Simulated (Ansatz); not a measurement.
Stiffness of KF from strained cells

```
CELL_PARAMETERS angstrom
0.00000 2.67350 2.67350
2.67350 0.00000 2.67350
2.67350 2.67350 0.00000
ATOMIC_POSITIONS crystal
K 0.00000 0.00000 0.00000
F 0.50000 0.50000 0.50000
```

Atom numbers follow the list: K1, F2.

The cell is COD entry 9008652, as deposited and not checked against the literature; nothing was relaxed.

Theory: DFT, PBE, all-electron LAPW, scalar-relativistic in Ansatz 0.2.0.

The runs use a Γ-centred 9×9×9 k mesh, Fermi–Dirac smearing of 0.01 eV, basis error target 1 meV/atom, no spin polarisation.

The unstrained cell is at 1.32 GPa. Large strains and very small stresses are left out. Each strain is applied once, with fractional coordinates held (clamped ions), and σ below is the change of stress, positive in tension. One finite strain gives stress–strain coefficients at this pressure with an error of the order of the strain times third-order constants, a few per cent for each per cent of strain.

Task: Estimate the stiffness probed by this change, and the stress that it gives: z strained by +1 % at fixed volume.

Result: σzz − σxx = 0.82 GPa and εzz − εxx = 0.0150, so C11 − C12 = (σzz − σxx)/(εzz − εxx) = 55 GPa.

Task: Estimate the stiffness probed by this change, and the stress that it gives: xy engineering shear strain of -4 %.

Result: σxy = -0.53 GPa and γxy = 2εxy = -0.0400, so C44 (clamped ions) = σxy/γxy = 13 GPa.

Task: Scaling the volume by 0.9700 and 1.0300 gives 2.46 GPa and 0.34 GPa. Combine this with the best C11 − C12 to estimate C11 and C12.

Result: B = −ΔP/Δln V = 35.3 GPa = (C11 + 2 C12)/3; with C11 − C12 = 55.0 GPa, C11 = B + (2/3)(C11 − C12) = 72 GPa and C12 = B − (C11 − C12)/3 = 17 GPa.
